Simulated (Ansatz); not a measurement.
# BaS: from a first guess to the relaxed zincblende type

First guess:

```yaml
crystal:
  lattice:
    - [0.00000, 3.21951, 3.21951]
    - [3.21951, 0.00000, 3.21951]
    - [3.21951, 3.21951, 0.00000]
  atoms:
    - { symbol: Ba, position: [0.00000, 0.00000, 0.00000] }
    - { symbol: S, position: [0.25000, 0.25000, 0.25000] }
```

Method: DFT, PBE, PAW with Ansatz's default frozen-core files, scalar-relativistic (Ansatz 0.2.0).

Cell and atoms relax within the symmetry of the start on a 9×9×9 k mesh with 0.08 eV Fermi–Dirac smearing.

The start is built from a prototype, known or not as a phase of this compound; the cutoff is 420 eV.

Spin–orbit coupling is left out, though it moves levels of the heavy atoms by tenths of an eV or more.

(1) What is the pressure of the first guess?

(2) What does it relax to?

(3) How much energy does the relaxation release?

Answers

(1) 12.38 GPa.

(2) a = 7.032 Å, b = 7.032 Å, c = 7.032 Å, α = 90.00°, β = 90.00°, γ = 90.00° (conventional cell), 43.47 Å³ per atom:
```cif
data_structure
_symmetry_space_group_name_H-M 'F-43m'
_symmetry_Int_Tables_number 216
_cell_length_a 7.0323
_cell_length_b 7.0323
_cell_length_c 7.0323
_cell_angle_alpha 90.000
_cell_angle_beta 90.000
_cell_angle_gamma 90.000
_cell_volume 347.77
loop_
_atom_site_label
_atom_site_type_symbol
_atom_site_symmetry_multiplicity
_atom_site_Wyckoff_symbol
_atom_site_fract_x
_atom_site_fract_y
_atom_site_fract_z
_atom_site_occupancy
Ba1 Ba 4 a 0.00000 0.00000 0.00000 1
S1 S 4 d 0.25000 0.25000 0.75000 1
```

(3) 316 meV/atom.
